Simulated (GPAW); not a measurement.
Here is a GPAW 26.7.0 calculation.

The input run.py:

```python
from ase import Atoms
from ase.dft.bandgap import bandgap
from ase.io import write
from ase.units import GPa
from gpaw import GPAW, PW

atoms = Atoms(['Cd', 'Cd', 'S', 'S'],
              cell=[[4.15, 0.0, 0.0],
                    [-2.075, 3.5940054257, 0.0],
                    [0.0, 0.0, 6.737]],
              scaled_positions=[[0.6666666667, 0.3333333333, 0.5],
                                [0.3333333333, 0.6666666667, 0.0],
                                [0.6666666667, 0.3333333333, 0.875],
                                [0.3333333333, 0.6666666667, 0.375]],
              pbc=True)

calc = GPAW(mode=PW(600),
            xc='PBE',
            kpts={'size': (7, 7, 4), 'gamma': True},
            occupations={'name': 'methfessel-paxton', 'order': 0, 'width': 0.028999999999999998},
            nbands=31,
            convergence={'density': 1e-05, 'energy': 1e-05},
            maxiter=150,
            txt='gpaw.txt')
atoms.calc = calc
energy = atoms.get_potential_energy()
forces = atoms.get_forces()
stress = atoms.get_stress()
calc.write('gs.gpw')
write('result.traj', atoms)
print(f'Energy: {energy:.6f} eV')
print('Forces (eV/A):')
print(forces.round(4))
print('Stress (GPa):', (stress / GPa).round(3))
print('Fermi level:', round(calc.get_fermi_level(), 4), 'eV')
print(f'Gap: {bandgap(calc)[0]:.4f} eV, direct: {bandgap(calc, direct=True)[0]:.4f} eV')
```

Potentials or basis: GPAW PAW data sets (gpaw-data 1.2.1), pw.

Run with:

```console
$ OMP_NUM_THREADS=1 python run.py
```

Q: Estimate the largest force.

A: 0.067 eV/Å.

Q: Estimate the pressure.

A: 1.8 GPa.

Q: Predict the band gap on the k mesh.

A: 1.18 eV, direct.

Forces in eV/Å, atoms in the order of the input:
```
Cd   0.000  0.000 -0.067
Cd   0.000  0.000 -0.067
S    0.000  0.000  0.067
S    0.000  0.000  0.067
```

**What was measured.**

From “Isotope dependence of band-gap energy”, 2008, arxiv:0807.2152, for a bulk crystal of CdS: band gap 2.5809 ± 0.0002 eV.

Measured gap of CdS: 2.5809 eV (quoted in “Isotope dependence of band-gap energy”, 2008, arxiv:0807.2152). This calculation gives 1.18 eV (-1.40 eV). So large a miss can be the level of theory's own, or it may mean another phase, state or a wrong row. Spin-orbit coupling on Cd is left out. The value is that of PBE, without temperature or zero-point motion. Semilocal functionals fall short of measured gaps as a rule.
